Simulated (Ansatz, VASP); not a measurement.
SnSe in VASP and in Ansatz

```
Sn Se
1.0
     0.00000    3.01000    3.16050
     3.01000    0.00000    3.16050
     3.01000    3.01000    0.00000
Sn Se
1 1
Cartesian
  0.0000 0.0000 0.0000
  3.0100 3.0100 3.1605
```

Change from the starting cell: strain +0.000 along x and y, +0.050 along z, atoms carried along.

Alike in both runs: task single point; functional r2SCAN; k mesh 10 × 10 × 10; occupations gaussian, width 0.05 eV; no spin polarisation.

|  | VASP | Ansatz |
| --- | --- | --- |
| version | VASP 6.6.1 | Ansatz 0.2.0 |
| potentials or method | VASP PAW PBE potentials, release 64 (Sn_d, Se) | scalar-relativistic, plane waves, PAW |
| plane-wave cutoff (eV) | 520 | 500 |
| valence electrons in the cell | 20 | 30 |

|  | VASP | Ansatz | Ansatz less VASP |
| --- | --- | --- | --- |
| gap on the k mesh at the Fermi level (eV) | 0.30 | 0.30 | +0.001 |
| least direct gap on the mesh (eV) | 0.30 | 0.30 | +0.001 |
| pressure (GPa) | -2.1 | -2.1 | +0.01 |
| largest component of the traceless stress (GPa) | 2.87 | 2.86 | -0.010 |

The two sets of potentials don't hold the same shells in valence.

Caveats: the PAW data sets were made with another functional, which shifts forces and pressure a little (VASP); spin-orbit coupling is left out, which moves the levels of the heavy elements.
